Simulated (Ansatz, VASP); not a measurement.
MgO: VASP beside Ansatz

```
Mg O
1.0
     3.41316    0.00000    0.00000
    -1.70658    2.95589    0.00000
     0.00000    0.00000    4.39061
Mg O
2 2
Direct
  0.66264 0.32527 0.75000
  0.33736 0.67473 0.25000
  0.66963 0.33927 0.25000
  0.33037 0.66073 0.75000
```

Change from the starting cell: mode 5 frozen in at -0.024 Å, strain +e along z and -e/2 along x and y +0.0467.

Alike in both runs: task single point; functional PBEsol; k mesh 9 × 9 × 6; occupations gaussian, width 0.05 eV; no spin polarisation.

|  | VASP | Ansatz |
| --- | --- | --- |
| version | VASP 6.6.1 | Ansatz 0.2.0 |
| potentials or method | VASP PAW PBE potentials, release 64 (Mg, O) | scalar-relativistic, plane waves, PAW |
| plane-wave cutoff (eV) | 520 | 520 |
| valence electrons in the cell | 16 | 32 |

```csv
,VASP,Ansatz,Ansatz less VASP
gap on the k mesh at the Fermi level (eV),3.19,3.20,+0.009
least direct gap on the mesh (eV),3.19,3.20,+0.009
pressure (GPa),0.7,1.0,+0.36
largest component of the traceless stress (GPa),7.28,7.15,-0.134
rms of the force components (eV/Å),0.079,0.078,-0.0009
```

Atom by atom the forces differ by 0.001 eV/Å (rms over components). The two sets of potentials don't hold the same shells in valence. Ansatz warned: «pseudo_functional_mismatch».

Caveats: the PAW data sets were made with another functional, which shifts forces and pressure a little (VASP).
